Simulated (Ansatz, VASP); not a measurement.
Two plane-wave programs on Si2W

The input INCAR:

```
SYSTEM = Si2W
PREC = Accurate
ENCUT = 520
EDIFF = 1E-7
ISMEAR = -1
SIGMA = 0.05
LREAL = .False.
LASPH = .True.
NELM = 100
ALGO = Normal
ISIF = 2
LWAVE = .False.
LCHARG = .False.
GGA = PS
NBANDS = 43
KPAR = 4
```

The input KPOINTS:

```
Automatic mesh
0
Gamma
  7 7 4
  0 0 0
```

Contents of POSCAR:

```
Si2W
1.0
    4.6474284545      0.0000000000      0.0000000000
   -2.3237142273      4.0247911039      0.0000000000
    0.0000000000      0.0000000000      6.6972843569
W Si
3 6
Direct
    0.5000000000      0.0000000000      0.5000000000
    0.5000000000      0.5000000000      0.8333333333
    0.0000000000      0.5000000000      0.1666666667
    0.3272520000      0.1636260000      0.1666666667
    0.8363740000      0.1636260000      0.8333333333
    0.1636260000      0.3272520000      0.5000000000
    0.6727480000      0.8363740000      0.1666666667
    0.1636260000      0.8363740000      0.8333333333
    0.8363740000      0.6727480000      0.5000000000
```

File input.yaml:

```yaml
crystal:
  lattice:
    - [4.6474284545, 0.0, 0.0]
    - [-2.3237142273, 4.0247911039, 0.0]
    - [0.0, 0.0, 6.6972843569]
  atoms:
    - { symbol: W, position: [0.5, 0.0, 0.5] }
    - { symbol: W, position: [0.5, 0.5, 0.8333333333] }
    - { symbol: W, position: [0.0, 0.5, 0.1666666667] }
    - { symbol: Si, position: [0.327252, 0.163626, 0.1666666667] }
    - { symbol: Si, position: [0.836374, 0.163626, 0.8333333333] }
    - { symbol: Si, position: [0.163626, 0.327252, 0.5] }
    - { symbol: Si, position: [0.672748, 0.836374, 0.1666666667] }
    - { symbol: Si, position: [0.163626, 0.836374, 0.8333333333] }
    - { symbol: Si, position: [0.836374, 0.672748, 0.5] }
hamiltonian:
  xc: pbesol
  pseudopotentials: { kind: paw }
kpoints:
  mp_grid: { grid: [7, 7, 4] }
scf:
  occupations: { method: fermi_dirac, width: 0.05 }
output:
  forces: true
  stress: true
  eigenvalues: true
```

Change from the starting cell: volume scaled by 1.02.

Alike in both runs: task single point; functional PBEsol; k mesh 7 × 7 × 4; occupations fermi-dirac, width 0.05 eV; no spin polarisation.

```csv
,VASP,Ansatz
version,VASP 6.6.1,Ansatz 0.2.0
potentials or method,"VASP PAW PBE potentials, release 64 (W_sv, Si)",Ansatz PAW
plane-wave cutoff (eV),520,420
valence electrons in the cell,66,66
```

|  | VASP | Ansatz | Ansatz less VASP |
| --- | --- | --- | --- |
| gap on the k mesh at the Fermi level (eV) | 0.22 | 0.22 | 0.000 |
| least direct gap on the mesh (eV) | 0.65 | 0.64 | -0.002 |
| pressure (GPa) | -9.3 | -9.6 | -0.28 |
| largest component of the traceless stress (GPa) | 0.30 | 0.34 | +0.039 |
| rms of the force components (eV/Å) | 0.021 | 0.022 | +0.0009 |

Atom by atom the forces differ by 0.001 eV/Å (rms over components).

Caveats: spin-orbit coupling is left out, which moves the levels of the heavy elements; the PAW data sets were made with another functional, which shifts forces and pressure a little (VASP); an odd mesh through Γ misses points on the zone boundary, where band edges often lie (VASP); odd divisions of the mesh miss points on the zone boundary, where band edges often lie, so the gap on the mesh can be too wide (Ansatz); the PAW data sets come from PBE, with cores solved anew for the run's functional, which leaves a small shift of forces and pressure (Ansatz).
